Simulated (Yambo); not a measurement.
A run of Yambo 5.3.0 is set up as follows.

File g0w00.in:

```
gw0
dyson
el_el_corr
rim_cut
HF_and_locXC
ppa
em1d
RandQpts= 1000000
RandGvec= 50 RL
EXXRLvcs= 70 Ry
VXCRLvcs= 70 Ry
Chimod= "HARTREE"
% BndsRnXp
 1 | 159 |
%
NGsBlkXp= 6 Ry
% LongDrXp
 1 | 1 | 1 |
%
PPAPntXp= 27.21138 eV
% GbndRnge
 1 | 159 |
%
GTermKind= "BG"
DysSolver= "n"
ExtendOut
% QPkrange
 1 | 1 | 9 | 10 |
%
```

Contents of scf.in:

```
&CONTROL
  calculation = 'scf'
  prefix = 'pwscf'
  outdir = './tmp'
  pseudo_dir = './pseudo'
/
&SYSTEM
  ibrav = 0
  nat = 2
  ntyp = 2
  ecutwfc = 70
  nbnd = 15
  occupations = 'smearing'
  smearing = 'fd'
  degauss = 0.00367493
  force_symmorphic = .true.
/
&ELECTRONS
  conv_thr = 4d-10
  electron_maxstep = 120
  mixing_beta = 0.5
/
ATOMIC_SPECIES
In   114.8180 In.upf
P     30.9738 P.upf
CELL_PARAMETERS angstrom
   0.0000000000    2.9305000000    2.9305000000
   2.9305000000    0.0000000000    2.9305000000
   2.9305000000    2.9305000000    0.0000000000
ATOMIC_POSITIONS crystal
In     0.0000000000    0.0000000000    0.0000000000
P      0.7500000000    0.7500000000    0.7500000000
K_POINTS automatic
8 8 8 0 0 0
```

The input nscf.in:

```
&CONTROL
  calculation = 'nscf'
  prefix = 'pwscf'
  outdir = './tmp'
  pseudo_dir = './pseudo'
/
&SYSTEM
  ibrav = 0
  nat = 2
  ntyp = 2
  ecutwfc = 70
  nbnd = 159
  occupations = 'fixed'
  force_symmorphic = .true.
/
&ELECTRONS
  conv_thr = 1d-08
  diago_full_acc = .true.
  diago_thr_init = 1d-06
/
ATOMIC_SPECIES
In   114.8180 In.upf
P     30.9738 P.upf
CELL_PARAMETERS angstrom
   0.0000000000    2.9305000000    2.9305000000
   2.9305000000    0.0000000000    2.9305000000
   2.9305000000    2.9305000000    0.0000000000
ATOMIC_POSITIONS crystal
In     0.0000000000    0.0000000000    0.0000000000
P      0.7500000000    0.7500000000    0.7500000000
K_POINTS automatic
6 6 6 0 0 0
```

Potentials or basis: PseudoDojo 0.4.1 SR PBEsol standard.

Launch:

```console
$ OMP_NUM_THREADS=1 pw.x -in scf.in > scf.out
$ OMP_NUM_THREADS=1 pw.x -in nscf.in > nscf.out
$ cd tmp/pwscf.save; p2y; mv SAVE ../..; cd ../..
$ OMP_NUM_THREADS=1 yambo
$ OMP_NUM_THREADS=1 yambo -F g0w00.in -J g0w00 -C g0w00_out
```

Estimate the quasiparticle gap.

1.00 eV.

Predict the least direct quasiparticle gap.

1.00 eV.

What does it give for the quasiparticle gap at Γ?

1.00 eV.

Quasiparticle terms (eV):
| k point | band | Kohn-Sham level | Vxc | Σx | Σc | Z | result |
| --- | --- | --- | --- | --- | --- | --- | --- |
| (0.000, 0.000, 0.000) | 9 | 0.00 | -12.42 | -13.91 | 0.89 | 0.78 | -0.47 |
| (0.000, 0.000, 0.000) | 10 | 0.61 | -11.30 | -7.96 | -3.44 | 0.80 | 0.53 |

Caveat: the potentials hold a filled d shell without the s and p states of that shell, which can shift GW gaps by tenths of an eV, either way; this version prints the column dSc/dw multiplied by 27.2; the terminator is approximate in this version, by hundredths of an eV; spin-orbit coupling is left out, which moves the levels of the heavy elements.

**Experimental background.**

A printed reference work, data compilation reports, for a bulk crystal of InP at 1.6 K: band gap 1.4236 eV (direct).

Measured gap of InP: 1.4236 eV (direct; 1.6 K; a printed reference work, data compilation). This calculation gives 1.00 eV (-0.42 eV). Spin-orbit coupling on In is left out. The value is that of G0W0 on PBEsol, without temperature or zero-point motion.
